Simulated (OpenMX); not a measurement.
# Si (C2/m) in OpenMX: convergence with Kgrid

Aim: find how far Kgrid must go before the results for Si settle, at PBE. This setting moves, with any that are tied to it; all else stays.

Everything below comes from runs of OpenMX 3.8.5. Logs are shortened: lines on timing, memory, paths and dates and some standing lists are left out, and cuts for length are marked.

### 1 The cell of the first run

The typed cell holds 2 atoms: a = 3.849 Å, b = 3.849 Å, c = 3.849 Å, α = 60.00°, β = 60.00°, γ = 60.00°.

The cell isn't the ideal one: atoms moved at random, drawn with an rms of 0.02 Å.

### 2 With Kgrid 1 1 1

File Si.dat:

```
System.CurrrentDirectory             ./
System.Name                          Si
DATA.PATH                            ./DFT_DATA13
level.of.stdout                      1
level.of.fileout                     0
Species.Number                       1
<Definition.of.Atomic.Species
  Si  Si7.0-s2p1d1           Si_PBE13
Definition.of.Atomic.Species>

Atoms.Number                         2
Atoms.SpeciesAndCoordinates.Unit     Ang
<Atoms.SpeciesAndCoordinates
    1  Si    2.7332557430    2.7282420931    2.7346003375   2.000  2.000
    2  Si    4.0934736549    4.0914104917    4.0928857351   2.000  2.000
Atoms.SpeciesAndCoordinates>

Atoms.UnitVectors.Unit               Ang
<Atoms.UnitVectors
     0.0000000000    2.7218511865    2.7218511865
     2.7218511865    0.0000000000    2.7218511865
     2.7218511865    2.7218511865    0.0000000000
Atoms.UnitVectors>

scf.XcType                           GGA-PBE
scf.SpinPolarization                 off
scf.ElectronicTemperature            580.226
scf.energycutoff                     300.0
scf.maxIter                          100
scf.EigenvalueSolver                 band
scf.Kgrid                            1 1 1
scf.Mixing.Type                      rmm-diisk
scf.Init.Mixing.Weight               0.05
scf.Min.Mixing.Weight                0.001
scf.Max.Mixing.Weight                0.3
scf.Mixing.History                   25
scf.Mixing.StartPulay                8
scf.criterion                        1.0e-8
scf.stress.tensor                    on
MD.Type                              nomd
```

Potentials or basis: OpenMX 2013 PBE set, Si7.0-s2p1d1, grid cutoff 300 Ry.

On the command line:

```
$ openmx Si.dat -nt 1 > Si.std
```

Si.out:

```text
Required cutoff energy (Ryd) for 3D-grids = 300.0000
      Used cutoff energy (Ryd) for 3D-grids = 286.5065, 286.5065, 286.5065
  Num. of grids of a-, b-, and c-axes = 32, 32, 32

  Num.Grid1.    32
  Num.Grid2.    32
  Num.Grid3.    32

  Cell_Volume =    272.157078404305 (Bohr^3)
  GridVol     =      0.008305574902 (Bohr^3)
  Cell vectors (bohr) of the grid cell (gtv)
    gtv_a =  0.000000000000,  0.160736028880,  0.160736028880
    gtv_b =  0.160736028880,  0.000000000000,  0.160736028880
    gtv_c =  0.160736028880,  0.160736028880,  0.000000000000
    |gtv_a| =  0.227315072005
    |gtv_b| =  0.227315072005
    |gtv_c| =  0.227315072005

***********************************************************

***********************************************************
                  SCF history at MD= 1
***********************************************************

   SCF=   1  NormRD=  1.000000000000  Uele= -1.656915352375
   SCF=   2  NormRD=  1.299097489205  Uele= -1.652985722171
   SCF=   3  NormRD=  1.275493542807  Uele= -1.651651331268
   SCF=   4  NormRD=  0.900934875762  Uele= -1.624324412728
   SCF=   5  NormRD=  0.636129436929  Uele= -1.599062437649
   SCF=   6  NormRD=  0.449447224629  Uele= -1.578641600812
   SCF=   7  NormRD=  0.317851121942  Uele= -1.562947135673
   SCF=   8  NormRD=  0.225000465911  Uele= -1.551194985572
   SCF=   9  NormRD=  0.001322457137  Uele= -1.520320675686
   SCF=  10  NormRD=  0.000562882126  Uele= -1.520027890905
   SCF=  11  NormRD=  0.000148140875  Uele= -1.520044214525
   SCF=  12  NormRD=  0.000038289214  Uele= -1.520041594465
   SCF=  13  NormRD=  0.000013772601  Uele= -1.520041749024
   SCF=  14  NormRD=  0.000002354519  Uele= -1.520041839523
[... 90 lines left out ...]
              total=     8.00000 ideal(neutral)=     8.00000

  Decomposed Mulliken populations

    1   Si          Up spin      Down spin     Sum           Diff
            multiple
  s           0    0.539609832  0.539609832   1.079219663   0.000000000
   sum over m      0.539609832  0.539609832   1.079219663   0.000000000
  s           1   -0.039608685 -0.039608685  -0.079217370   0.000000000
   sum over m     -0.039608685 -0.039608685  -0.079217370   0.000000000
   sum over m+mul  0.500001147  0.500001147   1.000002293   0.000000000
  px          0    0.419914319  0.419914319   0.839828637   0.000000000
  py          0    0.419913676  0.419913676   0.839827351   0.000000000
  pz          0    0.419913524  0.419913524   0.839827048   0.000000000
   sum over m      1.259741518  1.259741518   2.519483036   0.000000000
   sum over m+mul  1.259741518  1.259741518   2.519483036   0.000000000
  d3z^2-r^2   0    0.000000112  0.000000112   0.000000225   0.000000000
  dx^2-y^2    0    0.000000077  0.000000077   0.000000154   0.000000000
  dxy         0    0.080085758  0.080085758   0.160171516   0.000000000
  dxz         0    0.080085751  0.080085751   0.160171501   0.000000000
  dyz         0    0.080085637  0.080085637   0.160171275   0.000000000
   sum over m      0.240257335  0.240257335   0.480514670   0.000000000
   sum over m+mul  0.240257335  0.240257335   0.480514670   0.000000000

    2   Si          Up spin      Down spin     Sum           Diff
            multiple
  s           0    0.539609832  0.539609832   1.079219663   0.000000000
   sum over m      0.539609832  0.539609832   1.079219663   0.000000000
  s           1   -0.039608685 -0.039608685  -0.079217370   0.000000000
   sum over m     -0.039608685 -0.039608685  -0.079217370   0.000000000
   sum over m+mul  0.500001147  0.500001147   1.000002293   0.000000000
  px          0    0.419914319  0.419914319   0.839828637   0.000000000
  py          0    0.419913676  0.419913676   0.839827351   0.000000000
  pz          0    0.419913524  0.419913524   0.839827048   0.000000000
   sum over m      1.259741518  1.259741518   2.519483037   0.000000000
   sum over m+mul  1.259741518  1.259741518   2.519483037   0.000000000
  d3z^2-r^2   0    0.000000112  0.000000112   0.000000225   0.000000000
  dx^2-y^2    0    0.000000077  0.000000077   0.000000154   0.000000000
  dxy         0    0.080085758  0.080085758   0.160171516   0.000000000
  dxz         0    0.080085751  0.080085751   0.160171501   0.000000000
  dyz         0    0.080085637  0.080085637   0.160171275   0.000000000
   sum over m      0.240257335  0.240257335   0.480514670   0.000000000
   sum over m+mul  0.240257335  0.240257335   0.480514670   0.000000000

***********************************************************
       xyz-coordinates (Ang) and forces (Hartree/Bohr)
***********************************************************

<coordinates.forces
  2
    1    Si     2.73326   2.72824   2.73460  -0.000401869955  0.001355760500 -0.001560272549
    2    Si     4.09347   4.09141   4.09289   0.000401869956 -0.001355760500  0.001560272549
coordinates.forces>

***********************************************************
       Fractional coordinates of the final structure
***********************************************************

     1     Si     0.50142100000514   0.50326300001045   0.50092700000004
     2     Si     0.75147800000784   0.75223600000808   0.75169399998717
```

Si.std:

```text
*******************************************************
 Welcome to OpenMX   Ver. 3.8.5
 Copyright (C), 2002-2014, T. Ozaki
 OpenMX comes with ABSOLUTELY NO WARRANTY.
 This is free software, and you are welcome to
 redistribute it under the constitution of the GNU-GPL.
*******************************************************
[... 211 lines left out ...]
  Uzs   =       0.000000000000
  Uzo   =       0.000000000000
  Uef   =       0.000000000000
  UvdW  =       0.000000000000
  Utot  =      -7.585216543533

*******************************************************
             MD or geometry opt. at MD = 1
*******************************************************

outputting data on grids to files...

The calculation was normally finished.
```

Wall time 31 s (1 thread of Intel Xeon 6975P-C (Granite Rapids), shared host); peak memory 0.28 GiB.

What came out:

- Free energy: -206.4043 eV
- Pressure: 44.6 GPa
- Largest force: 0.108 eV/Å
- Band gap on the k mesh: 2.32 eV, direct

### 3 With Kgrid 3 3 3

Changes to Si.dat since step 2:

```diff
@@ -30,3 +30,3 @@
 scf.EigenvalueSolver                 band
-scf.Kgrid                            1 1 1
+scf.Kgrid                            3 3 3
 scf.Mixing.Type                      rmm-diisk
```

Potentials or basis: OpenMX 2013 PBE set, Si7.0-s2p1d1, grid cutoff 300 Ry.

On the command line:

```
$ openmx Si.dat -nt 1 > Si.std
```

Wall time 24 s (1 thread of Intel Xeon 6975P-C (Granite Rapids), shared host); peak memory 0.28 GiB.

What came out:

| Property | Result |
| --- | --- |
| Free energy | -222.6252 eV |
| Pressure | 3.9 GPa |
| Largest force | 0.055 eV/Å |
| Band gap on the k mesh | 0.93 eV, indirect (least direct gap 2.61 eV) |

### 4 With Kgrid 5 5 5

Changes to Si.dat since step 3:

```diff
@@ -30,3 +30,3 @@
 scf.EigenvalueSolver                 band
-scf.Kgrid                            3 3 3
+scf.Kgrid                            5 5 5
 scf.Mixing.Type                      rmm-diisk
```

On the command line:

```
$ openmx Si.dat -nt 1 > Si.std
```

Wall time 26 s (1 thread of Intel Xeon 6975P-C (Granite Rapids), shared host); peak memory 0.28 GiB.

What came out:

| Item | Value |
| --- | --- |
| Free energy | -223.1823 eV |
| Pressure | 2.0 GPa |
| Largest force | 0.052 eV/Å |
| Band gap on the k mesh | 0.86 eV, indirect (least direct gap 2.65 eV) |

### 5 With Kgrid 7 7 7

Changes to Si.dat since step 4:

```diff
@@ -30,3 +30,3 @@
 scf.EigenvalueSolver                 band
-scf.Kgrid                            5 5 5
+scf.Kgrid                            7 7 7
 scf.Mixing.Type                      rmm-diisk
```

On the command line:

```
$ openmx Si.dat -nt 1 > Si.std
```

Run time: 44 s. Hardware: 1 thread of Intel Xeon 6975P-C (Granite Rapids), shared host; peak memory 0.28 GiB.

Results:

```yaml
Free_energy: -223.2358 eV
Pressure: 1.8 GPa
Largest_force: 0.051 eV/Å
Band_gap_on_the_k_mesh: 0.89 eV, indirect (least direct gap 2.65 eV)
```

### 6 With Kgrid 9 9 9

Changes to Si.dat since step 5:

```diff
@@ -30,3 +30,3 @@
 scf.EigenvalueSolver                 band
-scf.Kgrid                            7 7 7
+scf.Kgrid                            9 9 9
 scf.Mixing.Type                      rmm-diisk
```

Potentials or basis: OpenMX 2013 PBE set, Si7.0-s2p1d1, grid cutoff 300 Ry.

On the command line:

```
$ openmx Si.dat -nt 1 > Si.std
```

Wall time 40 s (1 thread of Intel Xeon 6975P-C (Granite Rapids), shared host); peak memory 0.29 GiB.

Results:

* Free energy: -223.2432 eV
* Pressure: 1.8 GPa
* Largest force: 0.051 eV/Å
* Band gap on the k mesh: 0.91 eV, indirect (least direct gap 2.65 eV)

### 7 With Kgrid 11 11 11

Changes to Si.dat since step 6:

```diff
@@ -30,3 +30,3 @@
 scf.EigenvalueSolver                 band
-scf.Kgrid                            9 9 9
+scf.Kgrid                            11 11 11
 scf.Mixing.Type                      rmm-diisk
```

On the command line:

```
$ openmx Si.dat -nt 1 > Si.std
```

Wall time 40 s (1 thread of Intel Xeon 6975P-C (Granite Rapids), shared host); peak memory 0.28 GiB.

The run converged. Its results:

- Free energy: -223.2445 eV
- Pressure: 1.8 GPa
- Largest force: 0.051 eV/Å
- Band gap on the k mesh: 0.90 eV, indirect (least direct gap 2.65 eV)

### 8 The series at a glance

```csv
Kgrid,"energy less the tightest run, at zero smearing (meV/atom)",pressure (GPa),largest force (eV/Å),gap on the mesh (eV),SCF cycles,CPU time (s),peak memory (GiB)
1 1 1,8420.10,44.63,0.108,2.322,16,31,0.28
3 3 3,309.63,3.92,0.055,0.933,13,24,0.28
5 5 5,31.08,1.99,0.052,0.863,17,26,0.28
7 7 7,4.31,1.79,0.051,0.887,17,44,0.28
9 9 9,0.62,1.76,0.051,0.915,17,40,0.29
11 11 11,0.00,1.76,0.051,0.905,17,40,0.28
```

Against the tightest run, the energy stays within 1 meV/atom from 9 9 9 on; the pressure stays within 0.1 GPa from 7 7 7 on; the largest force stays within 0.005 eV/Å from 3 3 3 on; the gap on the mesh stays within 0.01 eV from 9 9 9 on. The tightest run that finished is the yardstick and may itself not be fully converged.

Caveats: an odd mesh through Γ misses points on the zone boundary, where band edges often lie; the basis of atomic orbitals isn't converged, which shifts pressures, moduli and gaps.
